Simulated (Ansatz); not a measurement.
# Ti: the cost of one run

Program: Ansatz 0.2.0. Level of theory: DFT PBE, scalar-relativistic, plane waves, PAW. These are calculated values, not measurements.

10 further runs of the same task are left out: 10 set aside as unsound or not needed. Runs told in other sessions of the task aren't counted.

## 1. Starting point

Symmetry: P6/mmm, No. 191, hexagonal system. The conventional cell has a = 4.579 Å, b = 4.579 Å, c = 2.832 Å, α = 90.00°, β = 90.00°, γ = 120.00°. Ti (site symmetry 6/mmm) is surrounded by 14 Ti at 2.83 to 3.00 Å. Ti (site symmetry -6m2) has 11 Ti at 2.64 to 3.00 Å in its first shell of neighbours.

As a file:

```
Ti
1.0
     4.57910    0.00000    0.00000
    -2.28955    3.96562    0.00000
     0.00000    0.00000    2.83176
Ti
3
Direct
  0.00000 0.00000 0.00000
  0.33333 0.66667 0.50000
  0.66667 0.33333 0.50000
```

It goes back to an entry of the Materials Project, which need not be the stable form.

This cell was relaxed beforehand with the same method: volume 17.14 Å³/atom, gap on the mesh none (metal).

## 3. The grid

The energy is mapped over two normal modes frozen in (zone-centre modes of the cell shown).

The axes are (1) amplitude of mode 4 (135 cm⁻¹), largest displacement: 7 values from −0.216 Å; (2) amplitude of mode 5 (149 cm⁻¹), largest displacement: 7 values from −0.226 Å.

Nothing else is relaxed (the cell and all other modes fixed). Energies count from the relaxed high-symmetry cell. Points are written as (first, second).

The patterns, per unit of each coordinate (Å):

| atom | x1 | y1 | z1 | x2 | y2 | z2 |
| --- | --- | --- | --- | --- | --- | --- |
| Ti1 | 0.000 | 0.000 | 0.000 | 1.000 | 0.000 | 0.000 |
| Ti2 | 0.000 | 0.000 | 1.000 | -0.500 | 0.000 | 0.000 |
| Ti3 | 0.000 | 0.000 | -1.000 | -0.500 | 0.000 | 0.000 |

(The set-up runs are not shown.)

## 4. Grid point (−0.216 Å, −0.226 Å)

input.yaml

```yaml
crystal:
  lattice:
    - [4.5790987804, 0.0, 0.0]
    - [-2.2895493902, 3.9656158702, 0.0]
    - [0.0, 0.0, 2.8317615649]
  atoms:
    - { symbol: Ti, position: [-0.0493546898, 0.0, 0.0] }
    - { symbol: Ti, position: [0.3580106782, 0.6666666667, 0.4237223915] }
    - { symbol: Ti, position: [0.6913440116, 0.3333333333, 0.5762776085] }
basis:
  ecutwfc: 520.0
kpoints:
  mp_grid: { grid: [12, 12, 14] }
hamiltonian:
  xc: pbe
  pseudopotentials: { kind: paw, azcp: { folder: soft_1 } }
scf:
  occupations: { method: gaussian, width: 0.15 }
output:
  forces: true
  stress: true
  eigenvalues: true
```

The run is started by

```console
$ ansatz run input.yaml --threads 2 --pin off --max-ram 4096MiB --backend cpu --events-out ev --progress --plain --runs-dir out
```

**Question.** How long does this run take on 2 threads of Arm Neoverse N1, shared host, and how much memory does it need?

About 77 s, with a peak of 0.98 GiB.
